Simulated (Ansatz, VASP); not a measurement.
# Cross-check of Al26N27 (V_Al) between VASP and Ansatz, part 3 of 3

Aim: how closely do two programs agree when they are given the same cell, functional and k mesh? Of the first pair: The structure shown is the start of the Ansatz relaxation below; VASP solves that cell, so the two are compared at the walk's first step.

VASP 6.6.1 and Ansatz 0.2.0.

So far. Step 6 (VASP: single point, r2SCAN, start cell, pair 2): The run ends at a pressure of 19.40 GPa, with forces up to 2.6 eV/Å.

The structure was built from a prototype and need not be the compound's stable phase.

### Step 8. Ansatz: single point, r2SCAN, pair 3

Level of this step: Ansatz beside VASP: Kohn-Sham DFT, plane waves, r2SCAN (Ansatz).

With cell and atoms fixed, the geometry can't cause a difference; cores, projectors, grids and the points listed under the comparison can.

The cell is taken from a series of runs on this material, whose earlier steps may have relaxed, scaled, displaced or heated it; both programs get it as it stands.

input.yaml reads:

```yaml
crystal:
  checkpoint: "../qp1.relax_smeared.run"
  host: checkpoint
total_charge: 1
basis:
  ecutwfc: 500
  xc_grid: 2
hamiltonian:
  xc: r2scan
  pseudopotentials: { kind: paw, azcp: { folder: soft_1 } }
kpoints:
  mp_grid: { grid: [2, 2, 2], shift: [0.5, 0.5, 0.5] }
scf:
  occupations: { method: fermi_dirac, width: 0.01 }
  max_iter: 60
output:
  forces: true
  eigenvalues: true
  charged_corrections:
    epsilon: 4.64
    static_epsilon: 8.51
    defect_position: [0.333333, 0.666667, 0.666667]
  eigenstates: { localisation: true }
  populations: true
  band_densities: [{ bands: [v1, v1] }, { bands: [c1, c1] }]
  write_density: true
  write_potential: true
  volumetric_format: npy
checkpoint:
  read: "../qp1.relax_smeared.run"
  write: "../qp1.point.run"
  compress: false
  write_wavefunctions: false
  write_every: 100000
```

The run is started by

```bash
ansatz run input.yaml --threads 8 --pin off --max-ram 15073MiB --backend cpu --events-out ev --progress --plain --runs-dir out
```

Numbers of over 12 decimals in the logs are rounded to 6 here.

The log of the run:

```text
crystal.checkpoint: the structure is that of <dir>, a `relax` run, at its step 8: its result, under r2scan at a charge of 1 e; 53 atoms read, 0 with a starting moment; crystal.structure_sha256 for this input is
[...]
Crystal: 53 atoms, lattice volume = 513.928 Å³
Basis set: ecut = 500 eV, 13107 PW (Γ), exchange–correlation on 144×144×144 points (8 copies of the dense FFT grid, shifted against one another)
Bands: 159, of which v1, the nominal top of the filled ones, is band 106 counted from 1 (105 counted from 0)
Symmetry: 1 space group operations
[...]
0     Al      1.8328
     1      N      6.0759
     2     Al      1.8314
     3      N      6.0821
     4     Al      1.8357
     5      N      6.0796
     6     Al      1.8298
     7      N      6.0809
[...]
49     Al      1.8460
    50      N      6.0834
    51     Al      1.8408
    52      N      6.0133
  spilling = 0.008039 (of n_electrons = 212.000000)
--- Band densities, each state counted as filled ---
  window                                       electrons  max residual (eV)  cut levels
  bands: [v1, v1]                               2.000000             2.9e-9           0
  bands: [c1, c1]                               2.000000             2.5e-4           0
```

### Step 9. VASP: single point, r2SCAN, pair 3

The same cell, functional, mesh and smearing now go to VASP, with its own data sets.

INCAR reads:

```
SYSTEM = Al26N27
PREC = Accurate
ENCUT = 580
EDIFF = 1E-06
NELM = 120
ISMEAR = -1
SIGMA = 0.01
LREAL = Auto
ALGO = Normal
METAGGA = R2SCAN
LASPH = .TRUE.
NELECT = 212
NBANDS = 144
LORBIT = 11
LWAVE = .FALSE.
LCHARG = .FALSE.
ISIF = 2
ISYM = 0
GGA_COMPAT = .FALSE.
EFERMI = MIDGAP
LMIXTAU = .TRUE.
KPAR = 4
```

POSCAR reads:

```
Al26N27
1.0
    0.0000000000      6.3575641672      6.3575641672
    6.3575641672      0.0000000000      6.3575641672
    6.3575641672      6.3575641672      0.0000000000
Al N
26 27
Direct
    0.0007458552      0.0011155585      0.9979448965
    0.0004056823      0.0009760771      0.3319858997
    0.0029012879      0.0049618564      0.6615173789
    0.9998394902      0.3334630391      0.9987422790
    0.0008644440      0.3344765795      0.3317207328
    0.0004686020      0.3338537177      0.6633523281
    0.0000779878      0.6640492853      0.0052535790
    0.0033334826      0.6679452732      0.3296057013
    0.9992728683      0.6630137377      0.6617250623
    0.3322488023      0.9988274051      0.0013233744
    0.3310511453      0.0026844029      0.3391228297
    0.3321480039      0.0027302636      0.6607464379
    0.3302837985      0.3338820650      0.0053655677
    0.3344759806      0.3367943360      0.3297327004
    0.3295704234      0.3326885754      0.6618634899
    0.3337377516      0.6673216257      0.9968542968
    0.3322874741      0.6658506942      0.3378028328
    0.6664427526      0.0000160788      0.0023575221
    0.6682113847      0.0017001930      0.3312904836
    0.6663043032      0.9998709985      0.6643613808
    0.6675542044      0.3343392547      0.9979304324
    0.6674318547      0.3339690333      0.3319868615
    0.6715048874      0.3363721783      0.6615157557
    0.6652363790      0.6658573598      0.0013287966
    0.6690391718      0.6646842257      0.3389857408
    0.6693366143      0.6655039277      0.6605316933
    0.0836270050      0.0842242273      0.0823576952
    0.0833778120      0.0854910330      0.4151892971
    0.0837891796      0.0847763530      0.7479537968
    0.0832825700      0.4169751267      0.0824679910
    0.0848857199      0.4183553515      0.4139851451
    0.0824264075      0.4159343178      0.7488703243
    0.0851087144      0.7515175533      0.0803378454
    0.0841940904      0.7513155398      0.4151637554
    0.0469685610      0.7608637307      0.7600649350
    0.4167501813      0.0803943119      0.0865070259
    0.4185473510      0.0883931219      0.4133954025
    0.4168243308      0.0807928521      0.7509903214
    0.4179637038      0.4186549476      0.0804878904
    0.4177832450      0.4177695294      0.4152474082
    0.4273418383      0.3805574495      0.7602226605
    0.4160179653      0.7496259239      0.0857635227
    0.4216146058      0.7552691280      0.4103339811
    0.4255730536      0.7589148189      0.7485631329
    0.7512456122      0.0848244839      0.0814872182
    0.7509632786      0.0845137467      0.4161915730
    0.7484190486      0.0819290080      0.7516527494
    0.7506123890      0.4172572589      0.0823505551
    0.7518901817      0.4169721932      0.4152127094
    0.7514043505      0.4171963110      0.7479504200
    0.7467506941      0.7503481024      0.0865346648
    0.7549379047      0.7520276843      0.4132655201
    0.7471459375      0.7503876805      0.7509737824
```

KPOINTS reads:

```
Points of the shifted mesh
8
Reciprocal
 0.2500000000  0.2500000000  0.2500000000 1
 0.2500000000  0.2500000000  0.7500000000 1
 0.2500000000  0.7500000000  0.2500000000 1
 0.2500000000  0.7500000000  0.7500000000 1
 0.7500000000  0.2500000000  0.2500000000 1
 0.7500000000  0.2500000000  0.7500000000 1
 0.7500000000  0.7500000000  0.2500000000 1
 0.7500000000  0.7500000000  0.7500000000 1
```

PAW data sets: Al and N (PBE family, release 64).

The run is started by

```bash
mpirun -np 8 vasp_std
```

The log of the run:

```text
[banner, memory and clock lines left out]
running    8 mpi-ranks, on    1 nodes
[...]
|                                                                             |
|           W    W    AA    RRRRR   N    N  II  N    N   GGGG   !!!           |
|           W    W   A  A   R    R  NN   N  II  NN   N  G    G  !!!           |
|           W    W  A    A  R    R  N N  N  II  N N  N  G       !!!           |
|           W WW W  AAAAAA  RRRRR   N  N N  II  N  N N  G  GGG   !            |
|           WW  WW  A    A  R   R   N   NN  II  N   NN  G    G                |
|           W    W  A    A  R    R  N    N  II  N    N   GGGG   !!!           |
|                                                                             |
|     For optimal performance we recommend to set                             |
|       NCORE = 2 up to number-of-cores-per-socket                            |
|     NCORE specifies how many cores store one orbital (NPAR=cpu/NCORE).      |
|     This setting can greatly improve the performance of VASP for DFT.       |
[...]
DAV:   5    -0.617616154951E+03   -0.28778E-01   -0.28761E-01  2832   0.154E+00BRMIX: very serious problems
 the old and the new charge density differ
 old charge density:   213.00000 new  212.00000
BRMIX: very serious problems
 the old and the new charge density differ
 old charge density:   213.00000 new  212.00000
BRMIX: very serious problems
 the old and the new charge density differ
 old charge density:   213.00000 new  212.00000
BRMIX: very serious problems
 the old and the new charge density differ
 old charge density:   213.00000 new  212.00000
    0.479E+01
DAV:   6    -0.520351241763E+03    0.97265E+02   -0.19801E+02  2624   0.336E+01    0.224E+01
DAV:   7    -0.500389213174E+03    0.19962E+02   -0.21279E+01  2600   0.123E+01    0.140E+01
DAV:   8    -0.504116550043E+03   -0.37273E+01   -0.90139E+00  2632   0.950E+00    0.936E+00
DAV:   9    -0.502748293002E+03    0.13683E+01   -0.62843E+00  2448   0.763E+00    0.354E+00
[...]
DAV:  21    -0.503866327251E+03   -0.20182E-04   -0.50356E-06  2360   0.983E-03    0.211E-03
DAV:  22    -0.503866329503E+03   -0.22525E-05   -0.15761E-06  1680   0.486E-03    0.118E-03
DAV:  23    -0.503866328871E+03    0.63262E-06   -0.27893E-07  1344   0.205E-03
   1 F= -.50386633E+03 E0= -.50386633E+03  d E =-.612088E-05
```

OUTCAR, selected parts (step 9):

```text
  Total       64.2364545     64.1995700     64.2080466     -1.4483727     -0.1812806     -0.1779273
  in kB      200.2580084    200.1430203    200.1694461     -4.5153214     -0.5651447     -0.5546908
  external PRESSURE =     200.1901582 kB  Pullay stress =       0.0000000 kB

 POSITION                                       TOTAL-FORCE (eV/Angst)
 -----------------------------------------------------------------------------------
      6.35159      6.34924      0.01183         0.060339      0.029179      0.060204
      2.11683      2.11320      0.00878         0.060676      0.069553      0.065946
      4.23718      4.22408      0.04999         0.085784      0.008292     -0.243201
      8.46958     12.70611      8.47656         0.047088      0.049866      0.090814
      4.23539      2.11443      2.13195         0.029523      0.030451      0.051333
      6.33980      4.22028      2.12548         0.062856      0.061147      0.049055
      4.25514      0.03390      4.22223        -0.023336     -0.088665      0.071253
      6.34199      2.11668      4.26770         0.033538      0.084794      0.075463
      8.42211     10.55990     10.56809         0.056374      0.103762      0.070498
      6.35852      2.12071      8.46240         0.153458      0.027101      0.101863
      2.17306      4.26067      2.12175        -0.021261     -0.060616     -0.013117
      4.21810      6.31239      2.12901         0.236903     -0.236871      0.093438
      2.15679      2.13391      4.22248        -0.111752     -0.006236      0.069168
      4.23749      4.22275      4.26764         0.085681      0.031838      0.075721
[...]
-----------------------------------------------------------------------------------
    total drift:                                0.042580      0.035449     -0.046919

  FREE ENERGIE OF THE ION-ELECTRON SYSTEM (eV)
  ---------------------------------------------------
  free  energy   TOTEN  =      -503.8663288707 eV

  energy  without entropy=     -503.8663227498  energy(sigma->0) =     -503.86632581

[... 1 part as in an earlier step ...]
```

The run ends at a pressure of 20.02 GPa, with forces up to 0.44 eV/Å.

### Step 10. Comparison

Both answers:

| quantity | Ansatz | VASP | difference |
| --- | --- | --- | --- |
| gap on the k mesh (eV) | 0.205 | 0.205 | 0.000 |

Forces on 10 of the 53 atoms, those with the largest forces and the largest differences (eV/Å; atoms numbered as in POSCAR):

| atom | Ansatz x, y, z | VASP x, y, z |
| --- | --- | --- |
| Al9 | 0.044, 0.110, 0.083 | 0.056, 0.104, 0.070 |
| Al12 | 0.225, -0.236, 0.093 | 0.237, -0.237, 0.093 |
| Al13 | -0.104, -0.017, 0.079 | -0.112, -0.006, 0.069 |
| Al15 | 0.126, 0.030, 0.099 | 0.119, 0.042, 0.087 |
| Al20 | 0.146, 0.150, 0.178 | 0.146, 0.148, 0.173 |
| Al26 | -0.214, 0.240, 0.098 | -0.215, 0.251, 0.099 |
| N35 | 0.048, 0.199, 0.276 | 0.047, 0.202, 0.279 |
| N41 | 0.192, 0.041, 0.276 | 0.195, 0.040, 0.279 |
| N43 | -0.283, -0.283, -0.181 | -0.286, -0.286, -0.184 |
| N44 | 0.158, 0.154, -0.360 | 0.158, 0.154, -0.369 |

The forces differ by 4.6 meV/Å r.m.s., which is 4.5 % of the r.m.s. force of 0.103 eV/Å (both taken over all components). A gap on the mesh is an upper bound, since the band edges may lie between its points. The cell carries a charge of +1 e against a uniform background, so its pressure also hangs on how the neutralising background is counted, and in a defect's cell a gap may be the spacing between its levels.

### Step 11. What came out

```yaml
r_m_s_force_difference_single_point_r2scan_start_cell_pair_1: 0.90 % of the r.m.s. force
r_m_s_force_difference_single_point_r2scan_start_cell_pair_2: 1.2 % of the r.m.s. force
r_m_s_force_difference_single_point_r2scan_pair_3: 4.6 meV/Å
```

The r.m.s. force difference is 1.2 % of the r.m.s. force (single point, r2SCAN, start cell, pair 2), within the 3 % picked in this series as the mark of a large difference. 3 further runs of this series are not shown here. Such differences can come from data sets, numerical settings and the points named under the comparisons, not from the functional's error against experiment.

[Lines on the potential files, build, host, timing and source positions are cut from VASP's logs without a mark.]

[Logs are printed without paths, hosts, clocks, repeated set-up lines and the standing remarks that a program may print on its own settings, such as how far it seeks lower states.]

[Hosts, paths, dates, database ids (printed as entryN), source tags and the programs' standing remarks are cut or masked in the printed files.]
